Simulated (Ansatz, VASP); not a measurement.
BP: VASP beside Ansatz

The input INCAR:

```
SYSTEM = BP
PREC = Accurate
ENCUT = 520
EDIFF = 1E-6
ISMEAR = 0
SIGMA = 0.1
LREAL = .False.
LASPH = .True.
NELM = 80
ALGO = Normal
ISIF = 2
LWAVE = .False.
LCHARG = .False.
GGA = PE
NBANDS = 16
```

Contents of KPOINTS:

```
Automatic mesh
0
Gamma
  6 6 6
  0 0 0
```

Contents of POSCAR:

```
BP
1.0
    2.4026611800      1.3871770800      3.0821128000
   -2.4026611800      1.3871770800      3.0821128000
    0.0000000000     -2.7743541600      3.0821128000
B P
2 2
Direct
    0.1133332500      0.1133332500      0.1133332500
    0.8866667500      0.8866667500      0.8866667500
    0.6066355000      0.6066355000      0.6066355000
    0.3933645000      0.3933645000      0.3933645000
```

Input for Ansatz:

```yaml
crystal:
  lattice:
    - [2.40266118, 1.38717708, 3.0821128]
    - [-2.40266118, 1.38717708, 3.0821128]
    - [0.0, -2.77435416, 3.0821128]
  atoms:
    - { symbol: B, position: [0.11333325, 0.11333325, 0.11333325] }
    - { symbol: B, position: [0.88666675, 0.88666675, 0.88666675] }
    - { symbol: P, position: [0.6066355, 0.6066355, 0.6066355] }
    - { symbol: P, position: [0.3933645, 0.3933645, 0.3933645] }
basis:
  ecutwfc: 420
kpoints:
  mp_grid: { grid: [6, 6, 6] }
hamiltonian:
  xc: pbe
scf:
  occupations: { method: gaussian, width: 0.1 }
  lower_state_search: "off"
output:
  forces: true
  stress: true
  eigenvalues: true
```

Alike in both runs: task single point; functional PBE; k mesh 6 × 6 × 6; occupations gaussian, width 0.1 eV; no spin polarisation.

```csv
,VASP,Ansatz
version,VASP 6.6.1,Ansatz 0.2.0
potentials or method,"VASP PAW PBE potentials, release 64 (B, P)","scalar-relativistic, plane waves, PAW"
plane-wave cutoff (eV),520,420
valence electrons in the cell,16,16
```

Ansatz gave:

* gap on the k mesh at the Fermi level (eV): none
* pressure (GPa): -9.8
* largest component of the traceless stress (GPa): 7.70
* rms of the force components (eV/Å): 1.609

Task: What did VASP give for the same quantities?

Result: gap on the k mesh at the Fermi level (eV): none; pressure (GPa): -9.9; largest component of the traceless stress (GPa): 7.46; rms of the force components (eV/Å): 1.575.

Atom by atom the forces differ by 0.039 eV/Å (rms over components). A gap of «none» marks a metal or a gap that the smearing closes.

Caveats: forces of over 1 eV/Å show positions far from the minimum, so gaps and moduli don't describe the material at rest.
